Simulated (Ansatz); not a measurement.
TiO2 in the fluorite structure, relaxed with r2SCAN, was run in the plane-wave code Ansatz under altered settings. All numbers are computed, without spin polarisation but where a row says otherwise.

```
Ti O
1.0
     0.00000    2.39683    2.39683
     2.39683    0.00000    2.39683
     2.39683    2.39683    0.00000
Ti O
1 2
Direct
  0.00000 0.00000 0.00000
  0.25000 0.25000 0.25000
  0.75000 0.75000 0.75000
```

The base run's other keys:
```yaml
kpoints:
  mp_grid: { grid: [4, 4, 4] }
hamiltonian:
  xc: hse06
scf:
  occupations: { method: fixed }
  n_extra_bands: 4
```

It takes 14 iterations with 537 plane waves at 420 eV and 8 k points, and leaves a mean stress of -3.96 GPa. The gap over this mesh is 2.631 eV. It ran on 4 threads of Arm Neoverse N1, on a shared host.

Outcomes, with energy and stress as changes against the base:
```csv
setting,outcome,ΔF (meV/atom),Δ mean stress (GPa),gap on the mesh (eV),iterations,wall time
"PBE hybrid, exx coeff 0.5, omega 0.2078 1/Å",converged,–,-8.9,4.344,24,6.6 s
"PBE hybrid, exx coeff 0.75, omega 0.2078 1/Å",converged,–,-16.9,6.239,25,7.3 s
"PBE hybrid, exx coeff 0.4, omega 0.3 1/Å",converged,–,-4.8,3.253,23,6.4 s
scf.exx.ecutfock_ratio: 4,converged,0.0,0.0,2.631,14,5.5 s
scf.occupations: gaussian 0.001,converged,0.0,0.0,2.631,14,5.8 s
```
A dash marks a value that wasn't obtained or can't be compared. Stress is positive in compression. The base took 5.7 s.

- PBE hybrid, exx coeff 0.5, omega 0.2078 1/Å. That is 50 % exact exchange, screened with ω = 0.2078 1/Å, against HSE06's 25 % screened at 0.208 1/Å. The mean stress moves by -8.9 GPa and the gap on the mesh by +1.713 eV (to 4.344). Totals of different functionals aren't comparable.
- PBE hybrid, exx coeff 0.75, omega 0.2078 1/Å. That is 75 % exact exchange, screened with ω = 0.2078 1/Å, against HSE06's 25 % screened at 0.208 1/Å. The mean stress moves by -16.9 GPa and the gap on the mesh by +3.608 eV (to 6.239). Totals of different functionals aren't comparable.
- PBE hybrid, exx coeff 0.4, omega 0.3 1/Å. That is 40 % exact exchange, screened with ω = 0.3 1/Å, against HSE06's 25 % screened at 0.208 1/Å. The mean stress moves by -4.8 GPa and the gap on the mesh by +0.622 eV (to 3.253). Totals of different functionals aren't comparable.

Within 1 meV an atom, 0.1 GPa and 0.005 eV of the base stay: scf.exx.ecutfock_ratio: 4; scf.occupations: gaussian 0.001.

The program warns that its thresholds are loose for a hybrid's stress.

The meshes of the hybrids are coarse, so their gaps aren't converged to the digits shown.
